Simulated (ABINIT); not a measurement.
# InP (F-43m) in ABINIT: a series of runs, part 2 of 2

ABINIT 10.8.3 (patched build). The steps go on from the part before.

## (3) Relaxation of cell and atoms, PBE

Contents of run.abi:

```
# Pseudopotentials
pp_dirpath "./"
pseudos "In.upf, P.upf"

# Structure
acell 7.83169184 7.83169184 7.83169184
rprim
     0.0000000000     0.7071067812     0.7071067812
     0.7071067812     0.0000000000     0.7071067812
     0.7071067812     0.7071067812     0.0000000000
ntypat 2
znucl 49 15
natom 2
typat 1 2
chkprim 0
chksymtnons 0
tolsym 1.0e-6
xred
            0.0            0.0            0.0
            3/4            3/4            3/4

# Plane-wave basis
ecut 35.0
ecutsm 0.5

# k points
kptopt 1
ngkpt 6 6 6
nshiftk 1
shiftk 0.0 0.0 0.0

# Exchange and correlation
ixc 11

# Bands and occupations
nband 13
occopt 3
tsmear 0.05 eV

# SCF cycle
nstep 80
tolvrs 1.0e-12

# Output
iomode 3
prteig 0
prtebands 0
prtwf 0
prtden 0

# Relaxation
ionmov 2
optcell 2
ntime 50
tolmxf 2.0e-5
dilatmx 1.08
```

Potentials or basis: Ansatz NC PBE.

Launch:

```
mpirun --bind-to none -np 4 abinit run.abi > log 2>&1
```

run.abo:

```text
[... set-up lines left out ...]
 ETOT  1  -72.597997912420    -7.260E+01 7.523E-01 4.859E+02
 ETOT  2  -73.343632873338    -7.456E-01 1.079E-02 2.607E+02
 ETOT  3  -73.369639083243    -2.601E-02 5.751E-03 1.548E+01
 ETOT  4  -73.371000085430    -1.361E-03 7.176E-04 7.373E-01
 ETOT  5  -73.371048677468    -4.859E-05 5.823E-04 7.243E-02
 ETOT  6  -73.371053429598    -4.752E-06 3.245E-04 2.449E-02
 ETOT  7  -73.371056114690    -2.685E-06 3.244E-04 9.871E-05
 ETOT  8  -73.371056129677    -1.499E-08 1.583E-04 3.751E-06
 ETOT  9  -73.371056130243    -5.662E-10 1.566E-04 7.921E-07
 ETOT 10  -73.371056130332    -8.875E-11 6.983E-05 1.955E-08
 ETOT 11  -73.371056130335    -2.544E-12 6.959E-05 7.398E-10
 ETOT 12  -73.371056130330     4.945E-12 2.970E-05 2.316E-10
 ETOT 13  -73.371056130331    -1.037E-12 2.985E-05 9.514E-12
 ETOT 14  -73.371056130332    -1.293E-12 1.246E-05 2.223E-13

 At SCF step   14       vres2   =  2.22E-13 < tolvrs=  1.00E-12 =>converged.

 Cartesian components of stress tensor (hartree/bohr^3)
  sigma(1 1)= -1.15800001E-04  sigma(3 2)=  0.00000000E+00
  sigma(2 2)= -1.15800001E-04  sigma(3 1)=  0.00000000E+00
  sigma(3 3)= -1.15800001E-04  sigma(2 1)=  0.00000000E+00

--- !ResultsGS
iteration_state: {dtset: 1, itime: 1, icycle: 1, }
comment   : Summary of ground state results
lattice_vectors:
- [  0.0000000,   5.5378424,   5.5378424, ]
- [  5.5378424,   0.0000000,   5.5378424, ]
- [  5.5378424,   5.5378424,   0.0000000, ]
lattice_lengths: [   7.83169,    7.83169,    7.83169, ]
lattice_angles: [ 60.000,  60.000,  60.000, ] # degrees, (23, 13, 12)
lattice_volume:   3.3966576E+02
convergence: {deltae: -1.293E-12, res2:  2.223E-13, residm:  1.246E-05, diffor: null, }
etotal    :  -7.33710561E+01
entropy   :   0.00000000E+00
fermie    :   1.88584511E-01
cartesian_stress_tensor: # hartree/bohr^3
- [ -1.15800001E-04,   0.00000000E+00,   0.00000000E+00, ]
- [  0.00000000E+00,  -1.15800001E-04,   0.00000000E+00, ]
- [  0.00000000E+00,   0.00000000E+00,  -1.15800001E-04, ]
pressure_GPa:   3.4070E+00
xred      :
- [  0.0000E+00,   0.0000E+00,   0.0000E+00, In]
- [  7.5000E-01,   7.5000E-01,   7.5000E-01,  P]
cartesian_forces: # hartree/bohr
- [  4.74830477E-31,   8.54694858E-31,  -2.08925410E-30, ]
- [ -4.74830477E-31,  -8.54694858E-31,   2.08925410E-30, ]
force_length_stats: {min:   2.30671844E-30, max:   2.30671844E-30, mean:   2.30671844E-30, }
...
[... 406 lines left out ...]
 Cartesian coordinates (xcart) [bohr]
  1.47485501104226E-29 -5.46211539391914E-32 -1.45427203754040E-29
  8.44858285780933E+00  8.44858285780933E+00  8.44858285780933E+00
 Reduced coordinates (xred)
 -2.60510183781653E-30  2.31208203796844E-32  2.59540414859602E-30
  7.50000000000000E-01  7.50000000000000E-01  7.50000000000000E-01
 Cartesian forces (fcart) [Ha/bohr]; max,rms= 0.00000E+00 0.00000E+00 (free atoms)
 -0.00000000000000E+00 -0.00000000000000E+00 -0.00000000000000E+00
 -0.00000000000000E+00 -0.00000000000000E+00 -0.00000000000000E+00
 Gradient of E wrt nuclear positions in reduced coordinates (gred)
  0.00000000000000E+00  0.00000000000000E+00  0.00000000000000E+00
  0.00000000000000E+00  0.00000000000000E+00  0.00000000000000E+00
 Scale of Primitive Cell (acell) [bohr]
  7.96540030689786E+00  7.96540030689786E+00  7.96540030689786E+00
 Real space primitive translations (rprimd) [bohr]
  0.00000000000000E+00  5.63238857187289E+00  5.63238857187289E+00
  5.63238857187289E+00  0.00000000000000E+00  5.63238857187289E+00
  5.63238857187289E+00  5.63238857187289E+00  0.00000000000000E+00
 Unitary Cell Volume (ucvol) [Bohr^3]=  3.57361548694250E+02
 Angles (23,13,12)= [degrees]
  6.00000000000000E+01  6.00000000000000E+01  6.00000000000000E+01
 Lengths [Bohr]
  7.96540030689786E+00  7.96540030689786E+00  7.96540030689786E+00
 Stress tensor in cartesian coordinates (strten) [Ha/bohr^3]
 -1.94392887030437E-09  0.00000000000000E+00  0.00000000000000E+00
  0.00000000000000E+00 -1.94392887030437E-09  0.00000000000000E+00
  0.00000000000000E+00  0.00000000000000E+00 -1.94392887203909E-09
 Total energy (etotal) [Ha]= -7.33720324615500E+01

 Difference of energy with previous step (new-old):
           Absolute (Ha)=-1.13610E-08
           Relative     =-1.54840E-10

 At Broyd/MD step   5, gradients are converged :
  max grad (force/stress) = 1.9439E-07 < tolmxf= 2.0000E-05 ha/bohr (free atoms)

================================================================================

 ----iterations are completed or convergence reached----

 Mean square residual over all n,k,spin=   13.410E-08; max=  27.893E-06
 reduced coordinates (array xred) for    2 atoms
      -0.000000000000      0.000000000000      0.000000000000
       0.750000000000      0.750000000000      0.750000000000
 rms dE/dt=  0.0000E+00; max dE/dt=  0.0000E+00; dE/dt below (all hartree)
    1       0.000000000000      0.000000000000      0.000000000000
    2       0.000000000000      0.000000000000      0.000000000000

 cartesian coordinates (angstrom) at end:
    1      0.00000000000000    -0.00000000000000    -0.00000000000000
    2      4.47079750974540     4.47079750974540     4.47079750974540

 cartesian forces (hartree/bohr) at end:
    1     -0.00000000000000    -0.00000000000000    -0.00000000000000
    2     -0.00000000000000    -0.00000000000000    -0.00000000000000
 frms,max,avg= 0.0000000E+00 0.0000000E+00   0.000E+00  0.000E+00  0.000E+00 h/b

 cartesian forces (eV/Angstrom) at end:
    1     -0.00000000000000    -0.00000000000000    -0.00000000000000
    2     -0.00000000000000    -0.00000000000000    -0.00000000000000
 frms,max,avg= 0.0000000E+00 0.0000000E+00   0.000E+00  0.000E+00  0.000E+00 e/A
 length scales=  7.965400306898  7.965400306898  7.965400306898 bohr
              =  4.215108315271  4.215108315271  4.215108315271 angstroms
 Fermi (or HOMO) energy (hartree) =   0.16460   Average Vxc (hartree)=  -0.33762
 Eigenvalues (hartree) for nkpt=  16  k points:
 kpt#   1, nband= 13, wtk=  0.00463, kpt=  0.0000  0.0000  0.0000 (reduced coord)
  -0.36408   -0.36408   -0.36408   -0.35949   -0.35949   -0.25529    0.15571    0.15571
   0.15571    0.17140    0.30602    0.30602    0.30602
      occupation numbers for kpt#   1
   2.00000    2.00000    2.00000    2.00000    2.00000    2.00000    1.98427    1.98427
   1.98427    0.04821    0.00000    0.00000    0.00000
 prteigrs : prtvol=0 or 1, do not print more k-points.

--- !EnergyTerms
iteration_state     : {dtset: 1, itime: 5, icycle: 1, }
comment             : Components of total free energy in Hartree
kinetic             :  4.43662114222490E+01
hartree             :  1.88007707439544E+01
xc                  : -2.20878040315350E+01
Ewald energy        : -4.41071716644405E+01
psp_core            :  1.51011927216841E+00
local_psp           : -5.82909893473325E+01
non_local_psp       : -1.35631644791846E+01
internal            : -7.33720280841209E+01
'-kT*entropy'       : -4.37742910939760E-06
total_energy        : -7.33720324615500E+01
total_energy_eV     : -1.99655471496389E+03
band_energy         : -3.68287095336223E+00
...

 Cartesian components of stress tensor (hartree/bohr^3)
  sigma(1 1)= -1.94392887E-09  sigma(3 2)=  0.00000000E+00
  sigma(2 2)= -1.94392887E-09  sigma(3 1)=  0.00000000E+00
  sigma(3 3)= -1.94392887E-09  sigma(2 1)=  0.00000000E+00

-Cartesian components of stress tensor (GPa)         [Pressure=  5.7192E-05 GPa]
- sigma(1 1)= -5.71923619E-05  sigma(3 2)=  0.00000000E+00
- sigma(2 2)= -5.71923619E-05  sigma(3 1)=  0.00000000E+00
- sigma(3 3)= -5.71923620E-05  sigma(2 1)=  0.00000000E+00

== END DATASET(S) ==============================================================
================================================================================

 -outvars: echo values of variables after computation  --------
            acell      7.9654003069E+00  7.9654003069E+00  7.9654003069E+00 Bohr
           etotal     -7.3372032462E+01
            fcart     -0.0000000000E+00 -0.0000000000E+00 -0.0000000000E+00
                      -0.0000000000E+00 -0.0000000000E+00 -0.0000000000E+00
            rprim      0.0000000000E+00  7.0710678119E-01  7.0710678119E-01
                       7.0710678119E-01  0.0000000000E+00  7.0710678119E-01
                       7.0710678119E-01  7.0710678119E-01  0.0000000000E+00
           strten     -1.9439288703E-09 -1.9439288703E-09 -1.9439288720E-09
                       0.0000000000E+00  0.0000000000E+00  0.0000000000E+00
           xangst      7.8045966070E-30 -2.8904269878E-32 -7.6956762020E-30
                       4.4707975097E+00  4.4707975097E+00  4.4707975097E+00
             xred     -2.6051018378E-30  2.3120820380E-32  2.5954041486E-30
                       7.5000000000E-01  7.5000000000E-01  7.5000000000E-01
 Calculation completed.
```

Wall time 63 s (4 MPI ranks of Intel Xeon Platinum 8175M at 2.50GHz (Skylake/Cascade Lake), shared host); peak memory 0.36 GiB.

Results:

* Free energy: -1996.5547 eV
* Relaxed volume: 26.48 Å³/atom
* Relaxed cell: a = 4.215 Å, b = 4.215 Å, c = 4.215 Å, α = 60.00°, β = 60.00°, γ = 60.00°
* Space group after relaxing (to 0.05 Å): F-43m (No. 216)
* Energy gained by relaxing: 13.3 meV/atom
* Ionic steps: 5
* Pressure after relaxing: 0.0 GPa
* Band gap on the k mesh: 0.43 eV, direct

Step by step:
| step | energy change (eV) | largest force (eV/Å) | pressure (GPa) | volume (Å³) |
| --- | --- | --- | --- | --- |
| 1 | 0.0000 | 0.0000 | 3.41 | 50.33 |
| 2 | -0.0099 | 0.0000 | 2.64 | 50.86 |
| 3 | -0.0265 | 0.0000 | 0.17 | 52.80 |
| 4 | -0.0266 | 0.0000 | 0.01 | 52.95 |
| 5 | -0.0266 | 0.0000 | 0.00 | 52.96 |

Final structure:
```cif
data_structure
_symmetry_space_group_name_H-M 'P 1'
_symmetry_Int_Tables_number 1
_cell_length_a 4.2151
_cell_length_b 4.2151
_cell_length_c 4.2151
_cell_angle_alpha 60.000
_cell_angle_beta 60.000
_cell_angle_gamma 60.000
_cell_volume 52.96
loop_
_atom_site_label
_atom_site_type_symbol
_atom_site_fract_x
_atom_site_fract_y
_atom_site_fract_z
_atom_site_occupancy
In1 In 0.00000 0.00000 0.00000 1
P1 P 0.75000 0.75000 0.75000 1
```

Caveat: spin-orbit coupling is left out, which moves the levels of the heavy elements. A k mesh can miss the band edges.

## (4) Single point, PBE (cell relaxed)

Contents of run.abi:

```
pp_dirpath "./"
pseudos "In.upf, P.upf"

acell 3*1.0 Angstrom
rprim
     0.0000000000     2.9805316800     2.9805316800
     2.9805316800     0.0000000000     2.9805316800
     2.9805316800     2.9805316800     0.0000000000
ntypat 2
znucl 49 15
natom 2
typat 1 2
xred
     0.0000000000     0.0000000000     0.0000000000
     0.7500000000     0.7500000000     0.7500000000
chkprim 0
chksymtnons 0
tolsym 1.0e-6

ecut 35.0

kptopt 1
ngkpt 6 6 6
nshiftk 1
shiftk 0.0 0.0 0.0

ixc 11

nband 13
occopt 3
tsmear 0.05 eV

nstep 100
tolvrs 1.0e-10

iomode 3
prtwf 0
prtden 0
prteig 0
prtebands 0
```

Launch:

```
mpirun --bind-to none -np 4 abinit run.abi > log 2>&1
```

It took 14 s on 4 MPI ranks of Intel Xeon Platinum 8175M at 2.50GHz (Skylake/Cascade Lake), shared host; peak memory 0.32 GiB.

Results (log left out):

```
Free energy                                           : -1996.5547 eV
Pressure                                              : 0.0 GPa
Band gap on the k mesh                                : 0.43 eV, direct
Valence electrons inside the program's atomic spheres : In 9.90; P 2.75
```

Levels at points of the mesh, in eV from the valence-band top:
```csv
k point,band 6,band 7,band 8,band 9,band 10,band 11,band 12,band 13
"(0.00, 0.00, 0.00)",-11.18,0.00,0.00,0.00,0.43,4.09,4.09,4.09
"(0.50, 0.00, 0.00)",-9.62,-5.47,-0.90,-0.90,1.37,4.80,4.80,6.99
"(0.50, 0.50, 0.00)",-9.03,-5.54,-2.15,-2.15,1.85,2.26,8.90,9.25
```

Caveat: spin-orbit coupling is left out, which moves the levels of the heavy elements.

## (5) Summary

| task | potentials or basis | cell | cutoff (eV) | cell freedom (optcell) | optimiser (ionmov) | cutoff smearing ecutsm (Ha) | force stop (Ha/bohr) | gap on the mesh (eV) | pressure (GPa) |
| --- | --- | --- | --- | --- | --- | --- | --- | --- | --- |
| single point | PseudoDojo NC SR PBE v0.4.1 standard | as given | 844 | - | - | - | - | 0.71 | - |
| relaxation of cell and atoms | Ansatz NC PBE | relaxed | 952 | 2 | 2 | 0.5 | 2e-05 | 0.43 | 0.0 |
| single point | Ansatz NC PBE | cell relaxed | 952 | - | - | - | - | 0.43 | 0.0 |

Alike in all rows: level PBE; no spin polarisation; k mesh 6 × 6 × 6; smearing fermi-dirac 0.05 eV.

Caveats: spin-orbit coupling is left out, which moves the levels of the heavy elements.

Absolute energies hang on the potentials; compare differences alone.

## (6) How close it comes

Step 2. Measured gap of InP: 1.4236 eV (direct; 1.6 K; a printed reference work, data compilation). This calculation gives 0.71 eV (-0.71 eV). Spin-orbit coupling on In is left out. The value is that of PBE, without temperature or zero-point motion. Semilocal functionals fall short of measured gaps as a rule.
